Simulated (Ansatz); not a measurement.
What a trial cell of Re relaxes into

Theory: Ansatz, DFT PBE, scalar-relativistic, plane waves, PAW. Cutoff 420 eV, Γ-centred k mesh, Gaussian smearing, no spin polarisation in the final step.

The start puts Re on the simple hexagonal structure type (P6/mmm, No. 191), at a guessed volume.

```
Re
1.0
     2.64968    0.00000    0.00000
    -1.32484    2.29469    0.00000
     0.00000    0.00000    2.47580
Re
1
Direct
  0.00000 0.00000 0.00000
```

Cell and atoms relax at zero pressure; the relaxation can't lower the symmetry of the start. After a coarse first stage the cell is made exact in the group found at 0.06 Å.

Energies count from the standard state of Re at the same level.

What does it relax into?

It keeps P6/mmm (No. 191). The result has the simple hexagonal structure. Conventional cell: a = 2.763 Å, c = 2.467 Å. Around Re lie 2 Re at 2.47 Å and 6 Re at 2.76 Å.

Space group P6/mmm (No. 191). a = 2.763 Å, b = 2.763 Å, c = 2.467 Å, α = 90.00°, β = 90.00°, γ = 120.00°
```tsv
atom	site	symmetry	x	y	z
Re	1a	6/mmm	0.0000	0.0000	0.0000
```

What are its volume, energy, density and gap?

The volume per atom is 16.31 Å³. The density is 18.96 g/cm³. The energy over the standard structure is 1.06 eV/atom. The gap on the 24×24×22 mesh is 0 eV (a metal).

The final run used a 24×24×22 mesh on its 1-atom cell and 0.10 eV smearing. For metals, differences of a few meV/atom aren't resolved. Spin–orbit coupling is left out. Symmetry constrained the relaxation, so the result can be a saddle point.